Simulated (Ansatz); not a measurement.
Here is an Ansatz 0.2.0 calculation.

input.yaml

```yaml
crystal:
  lattice:
    - [4.81353299, 0.0, 0.0]
    - [0.0, 4.81353299, 0.0]
    - [0.0, 0.0, 3.20541541]
  atoms:
    - { symbol: Hf, position: [0.5, 0.5, 0.5] }
    - { symbol: Hf, position: [0.0, 0.0, 0.0] }
    - { symbol: O, position: [0.80504488, 0.19495512, 0.5] }
    - { symbol: O, position: [0.69495512, 0.69495512, 0.0] }
    - { symbol: O, position: [0.30504488, 0.30504488, 0.0] }
    - { symbol: O, position: [0.19495512, 0.80504488, 0.5] }
hamiltonian:
  xc: pbe
  pseudopotentials: { kind: paw }
  hubbard: { sites: [{ species: Hf, l: d, u_eff: 6.0 }] }
kpoints:
  mp_grid: { grid: [5, 5, 6] }
scf:
  occupations: { method: fermi_dirac, width: 0.05 }
  n_extra_bands: 15
output:
  forces: true
  stress: true
  eigenvalues: true
  dos: { projected: false, de: 0.05, nscf_kmesh: { grid: [8, 8, 9] } }
  write_density: true
  write_potential: true
  elf: true
  volumetric_format: npy
```

Potentials or basis: Ansatz PAW.

Command:

```sh
$ ansatz run input.yaml --threads 2 --pin off --max-ram 5632MiB --backend cpu --events-out ev --progress --plain --runs-dir out
```

Task: Predict the pressure.

Result: 16.5 GPa.

Task: Estimate the largest force.

Result: 0.064 eV/Å.

Task: What does it give for the band gap on the k mesh?

Result: 4.89 eV, direct.

Forces on the atoms (eV/Å):
```
Hf   0.000  0.000  0.000
Hf   0.000  0.000  0.000
O   -0.046  0.046  0.000
O    0.046  0.046  0.000
O   -0.046 -0.046  0.000
O    0.046 -0.046  0.000
```

Caveat: odd divisions of the mesh miss points on the zone boundary, where band edges often lie, so the gap on the mesh can be too wide; the pressure holds a Pulay correction of +0.7 GPa for the finite cutoff; spin-orbit coupling is left out, which moves the levels of the heavy elements. A k mesh can miss the band edges.
